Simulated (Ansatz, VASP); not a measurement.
# Two plane-wave programs on ZnSe (Stilleite)

INCAR

```
SYSTEM = ZnSe
  PREC = Accurate
  ENCUT = 520
  EDIFF = 1E-6
  ISMEAR = 0
  SIGMA = 0.01
  LREAL = .False.
  LASPH = .True.
  NELM = 80
  ALGO = Normal
  ISIF = 2
  LWAVE = .False.
  LCHARG = .False.
  GGA = PE
  NBANDS = 16
```

KPOINTS

```
regular mesh
0
Gamma
  6 6 6
  0 0 0
```

The input POSCAR:

```
ZnSe
1.0
    0.0000000000      2.9252753912      2.9252753912
    2.9252753912      0.0000000000      2.9252753912
    2.9252753912      2.9252753912      0.0000000000
Zn Se
1 1
Direct
    0.0000000000      0.0000000000      0.0000000000
    0.2500000000      0.2500000000      0.2500000000
```

Input for Ansatz:

```yaml
crystal:
  lattice:
    - [0.0, 2.9252753911802536, 2.9252753911802536]
    - [2.9252753911802536, 0.0, 2.9252753911802536]
    - [2.9252753911802536, 2.9252753911802536, 0.0]
  atoms:
    - { symbol: Zn, position: [0.0, 0.0, 0.0] }
    - { symbol: Se, position: [0.25, 0.25, 0.25] }
basis:
  ecutwfc: 500.0
kpoints:
  mp_grid:
    grid: [6, 6, 6]
hamiltonian:
  xc: pbe
scf:
  occupations:
    method: fixed
output:
  stress: true
```

Alike in both runs: task single point; functional PBE; k mesh 6 × 6 × 6; no spin polarisation.

```csv
,VASP,Ansatz
version,VASP 6.6.1,Ansatz 0.2.0
potentials or method,"VASP PAW PBE potentials, release 64 (Zn, Se)","plane waves, PAW"
plane-wave cutoff (eV),520,500
occupations,"gaussian, width 0.01 eV",fixed
valence electrons in the cell,18,28
```

|  | VASP | Ansatz | Ansatz less VASP |
| --- | --- | --- | --- |
| pressure (GPa) | -2.8 | -3.0 | -0.17 |

The two sets of potentials don't hold the same shells in valence.
